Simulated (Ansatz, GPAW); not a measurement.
Given: the input of a run of GPAW 26.7.0 (ASE script) on CoO. 

The input run.py:

```python
from ase import Atoms
from ase.dft.bandgap import bandgap
from ase.io import write
from ase.units import GPa
from gpaw import GPAW, PW, setup_paths

setup_paths.insert(0, '.')

atoms = Atoms(['Co', 'O'],
              cell=[[-1.508, 1.508, 2.1072475377],
                    [1.508, -1.508, 2.1072475377],
                    [1.508, 1.508, -2.1072475377]],
              scaled_positions=[[0.0, 0.0, 0.0],
                                [0.5, 0.5, 0.0]],
              pbc=True)
atoms.set_initial_magnetic_moments([2.0, 0.0])

calc = GPAW(mode=PW(800),
            xc='PBEsol',
            kpts={'size': (12, 12, 12), 'gamma': True},
            occupations={'name': 'methfessel-paxton', 'order': 0, 'width': 0.1},
            nbands=17,
            convergence={'density': 1e-05, 'energy': 1e-05},
            maxiter=150,
            txt='gpaw.txt')
atoms.calc = calc
energy = atoms.get_potential_energy()
forces = atoms.get_forces()
stress = atoms.get_stress()
calc.write('gs.gpw')
write('result.traj', atoms)
print(f'Energy: {energy:.6f} eV')
print('Forces (eV/A):')
print(forces.round(4))
print('Stress (GPa):', (stress / GPa).round(3))
print('Moments:', calc.get_magnetic_moments().round(3))
print('Fermi level:', round(calc.get_fermi_level(), 4), 'eV')
print(f'Gap: {bandgap(calc)[0]:.4f} eV, direct: {bandgap(calc, direct=True)[0]:.4f} eV')
```

Potentials or basis: PAW data sets generated in the run's folder for this functional, pw.

Run with:

```bash
$ gpaw-setup -f PBEsol Co O
$ OMP_NUM_THREADS=1 python run.py
```

Question: Set up the same calculation for Ansatz 0.2.0. Potentials or basis there: Ansatz PAW, cutoff 420 eV.

Answer: As run (cutoffs and basis follow the program's own potentials, and thresholds, step limits or extra output files can differ):

File input.yaml:

```yaml
crystal:
  lattice:
    - [-1.508, 1.508, 2.1072475377]
    - [1.508, -1.508, 2.1072475377]
    - [1.508, 1.508, -2.1072475377]
  atoms:
    - { symbol: Co, position: [0.0, 0.0, 0.0], spin: 2.0 }
    - { symbol: O, position: [0.5, 0.5, 0.0] }
hamiltonian:
  xc: pbesol
  pseudopotentials: { kind: paw }
magnetization:
  spin_polarized: true
kpoints:
  mp_grid: { grid: [12, 12, 12] }
scf:
  occupations: { method: gaussian, width: 0.1 }
output:
  forces: true
  stress: true
  eigenvalues: true
  write_density: true
  write_potential: true
  elf: true
  volumetric_format: npy
```

Potentials or basis: Ansatz PAW.

Command:

```console
$ ansatz run input.yaml --threads 1 --pin off --max-ram 3584MiB --backend cpu --events-out ev --progress --plain --runs-dir out
```

Both were run:

|  | GPAW | Ansatz |
| --- | --- | --- |
| Pressure | -8.2 GPa | -9.1 GPa |
| Net moment | 2.95 μB per cell | 2.95 μB per cell |

Ansatz's pressure holds a Pulay term of +0.77 GPa for its cutoff of 420 eV, which the other run lacks.

The potentials hold 15 and 23 valence electrons a cell.

Ansatz's potentials were made for PBE.

Where Ansatz's input types no cutoff or centring, it takes its own default and a Γ-centred mesh.

The magnetic state is the one that the start led to; the real crystal's order can differ.

Pressure is positive in compression.
